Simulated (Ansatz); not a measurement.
BP: from a first guess to the relaxed WC type

First guess:

```xyz
2
Lattice="2.9706 0.0000 0.0000 -1.4853 2.5726 0.0000 0.0000 0.0000 2.9112" Properties=species:S:1:pos:R:3 pbc="T T T"
B     0.0000    0.0000    0.0000
P     0.0000    1.7151    1.4556
```

All numbers below come from Ansatz 0.2.0, DFT, PBE, PAW with Ansatz's default frozen-core files, scalar-relativistic.

Cell and atoms relax within the symmetry of the start on a 13×13×11 k mesh with 0.08 eV Fermi–Dirac smearing.

The start is built from a prototype, known or not as a phase of this compound; the cutoff is 420 eV.

Problem. What is the pressure of the first guess?

Solution. -9.96 GPa.

Problem. What does it relax to?

Solution. a = 3.010 Å, b = 3.010 Å, c = 2.662 Å, α = 90.00°, β = 90.00°, γ = 120.00° (conventional cell), 10.44 Å³ per atom:
```cif
data_structure
_symmetry_space_group_name_H-M 'P-6m2'
_symmetry_Int_Tables_number 187
_cell_length_a 3.0096
_cell_length_b 3.0096
_cell_length_c 2.6618
_cell_angle_alpha 90.000
_cell_angle_beta 90.000
_cell_angle_gamma 120.000
_cell_volume 20.88
loop_
_atom_site_label
_atom_site_type_symbol
_atom_site_symmetry_multiplicity
_atom_site_Wyckoff_symbol
_atom_site_fract_x
_atom_site_fract_y
_atom_site_fract_z
_atom_site_occupancy
B1 B 1 a 0.00000 0.00000 0.00000 1
P1 P 1 d 0.33333 0.66667 0.50000 1
```

Problem. How much energy does the relaxation release?

Solution. 60 meV/atom.
